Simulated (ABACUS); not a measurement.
**NaF (Villiaumite) under changes of volume**

One of the cells (12.487 Å³/atom); the others are scaled copies at fixed shape and fractional positions:

```
CELL_PARAMETERS angstrom
0.00000 2.32000 2.32000
2.32000 0.00000 2.32000
2.32000 2.32000 0.00000
ATOMIC_POSITIONS crystal
Na 0.00000 0.00000 0.00000
F 0.50000 0.50000 0.50000
```

| Item | Value |
| --- | --- |
| Program | ABACUS 3.10.1 |
| Functional | PBE |
| Potentials or basis | PseudoDojo NC SR 0.4.1 PBE standard |
| Cutoff | 1361 eV |
| Density cutoff | 5442 eV |
| Basis | DZP LCAO (the cutoffs set its grid) |
| k mesh | 10 × 10 × 10 |
| Occupations | fermi-dirac, width 0.05 eV |
| Spin | no spin polarisation |

```csv
volume (Å³/atom),energy over the lowest point (meV/atom),pressure (GPa),gap on the mesh (eV)
11.738,20.40,5.8,6.64
11.988,12.44,4.4,6.51
12.237,6.71,3.1,6.39
12.487,2.84,1.9,6.27
12.737,0.59,0.9,6.16
12.987,0.00,0.0,6.06
13.236,?,?,?
```

Task: What does the run at 13.236 Å³/atom give?

Result: Energy over the lowest point 0.72 meV/atom; pressure -0.9 GPa; gap on the mesh 5.96 eV.

Worked out: A Birch-Murnaghan fit of order 3 (a polynomial in V^(-2/3)) to the other rows has its minimum at 12.97 Å³/atom with B0 = V·E''(V) = 46 GPa and B' = 4.7. It gives 0.71 meV/atom at 13.236 Å³/atom, against the run's 0.72, and -dE/dV = -0.9 GPa, against -0.9. A straight line through the other rows of the gap, of slope -5.75 eV per unit of ln V (its deformation potential), extrapolates to 5.94 eV, against the run's 5.96.

Energies are extrapolated to zero smearing.

Caveats: the atomic orbitals were generated for these runs and aren't a published set; the basis of atomic orbitals isn't converged, which shifts pressures, moduli and gaps.

A mesh can miss the band edges.
